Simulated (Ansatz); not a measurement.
Wurtzite BeO, treated with rVV10 (Ansatz, a program for electronic structure, plane waves, PAW).

Run with plane-wave cutoff 520 eV, 18×18×8 k mesh (along the axes of the cell as run), Fermi–Dirac smearing 0.01 eV, scalar-relativistic PAW data made under PBE.

A third-order Birch–Murnaghan fit to the energies gives V0 = 7.045 Å³/atom, B0 = 210 GPa, B′ = 3.7.

```tsv
V (Å³/atom)	P (GPa)
6.763	?
6.904	?
7.045	-0.01
7.186	?
7.327	?
```

**Question.** Estimate the withheld pressures from this fit; the answers are the runs' own values.

**Answer.** 
- 6.763, P (GPa): 9.23
- 6.904, P (GPa): 4.39
- 7.186, P (GPa): -4.01
- 7.327, P (GPa): -7.65

The formula P = (3/2) B0 (x^(7/3) − x^(5/3)) [1 + (3/4)(B′ − 4)(x^(2/3) − 1)] with x = V0/V meets the computed pressures within 0.03 GPa when these rounded values are put in.

Shape and atoms are relaxed at each volume.

Measured, for comparison: bulk modulus 212 GPa (room temperature, no zero-point or thermal correction, K' fixed at 4, our sources range from 212 to 224; as tabulated in High-pressure and high-temperature crystal chemistry of beryllium oxide (Scilit …). Computed (rounded) less measured: bulk modulus -0.9 % (-0.9 % to -6 % over the range).

Note: the bulk modulus comes from volumes at which shape and atoms were relaxed.

Static lattice: no zero-point or thermal effects.
